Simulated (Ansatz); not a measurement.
Input of an Ansatz 0.2.0 run:

File input:

```
crystal:
  lattice:
    - [2.1273203072, -1.22828244, 0.0]
    - [2.1273203072, 1.22828244, 0.0]
    - [-1.3790696309, 0.0, 3.5028300786]
  atoms:
    - { symbol: C, position: [0.16664447, 0.16664447, 0.99990696] }
    - { symbol: C, position: [0.83335553, 0.83335553, 9.304e-05] }
hamiltonian:
  xc: pbe0
  pseudopotentials: { kind: paw }
kpoints:
  mp_grid: { grid: [8, 8, 6] }
  band_path:
    path:
      - [[0.0, 0.0, 0.0], [0.5, 0.5, -1.0], [0.4123194886, 0.4123194886, -1.119026649], [0.5, 0.5, -0.5], [0.6935932999, 0.3064067001, -0.5]]
      - [[0.3064067001, -0.3064067001, 0.5], [0.0, 0.0, 0.5], [0.5876805114, 0.5876805114, 0.119026649]]
      - [[0.5, 0.5, -1.0], [0.6104897536, 0.3895102464, -1.0]]
      - [[0.3895102464, -0.3895102464, 0.0], [0.0, 0.0, 0.0], [0.5, 0.0, -0.5]]
      - [[0.5, 0.0, 0.0], [0.0, 0.0, 0.0]]
    npoints: 4
scf:
  occupations: { method: fermi_dirac, width: 0.05 }
  n_extra_bands: 6
output:
  forces: true
  stress: true
  eigenvalues: true
  fatbands: false
```

**Question.** Estimate the pressure.

**Answer.** -2.0 GPa.

**Question.** Estimate the largest force.

**Answer.** 0.009 eV/Å.

Stress tensor (GPa, compression positive):
```
-3.78  0.00 -0.04
 0.00 -3.81  0.00
-0.04  0.00  1.54
```

Caveat: the pressure holds a Pulay correction of +0.4 GPa for the finite cutoff; this functional lacks dispersion, which binds the layers, so the pressure and a relaxed spacing across them are unreliable; the PAW data sets come from PBE, with cores solved anew for the run's functional, which leaves a small shift of forces and pressure; the thresholds are loose for stress.
